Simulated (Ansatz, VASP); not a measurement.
## One calculation of BN, two programs

```
CELL_PARAMETERS angstrom
0.03615 1.82557 1.82557
1.82557 0.03615 1.82557
1.82557 1.82557 0.03615
ATOMIC_POSITIONS crystal
B 0.00000 0.00000 0.00000
N 0.75000 0.75000 0.75000
```

Change from the starting cell: equal xy, yz and zx shear strains of +2 %, crystal datasets.

Alike in both runs: task electric field gradients; functional LDA; k mesh 11 × 11 × 11; occupations fermi-dirac, width 0.02 eV; no spin polarisation.

```csv
,VASP,Ansatz
version,VASP 6.6.1,Ansatz 0.2.0
potentials or method,"VASP PAW LDA potentials, release 64 (B, N), cutoff 520 eV","all-electron PAW with datasets made for the crystal, scalar-relativistic"
```

|  | VASP | Ansatz | Ansatz less VASP |
| --- | --- | --- | --- |
| gap on the k mesh at the Fermi level (eV) | 4.38 | 4.39 | +0.009 |
| pressure (GPa) | -9.6 | -10.3 | -0.75 |
| largest component of the traceless stress (GPa) | 8.78 | 8.74 | -0.041 |
| rms of the force components (eV/Å) | 0.006 | 0.003 | -0.0025 |
| Vzz of the field gradient on the site that differs most (V/Å²) | 6.6 | 6.2 | -0.36 |

Atom by atom the forces differ by 0.003 eV/Å (rms over components). Ansatz ran all-electron here, so the differences hold the error of VASP's frozen core and of both bases.

Caveats: an odd mesh through Γ misses points on the zone boundary, where band edges often lie.
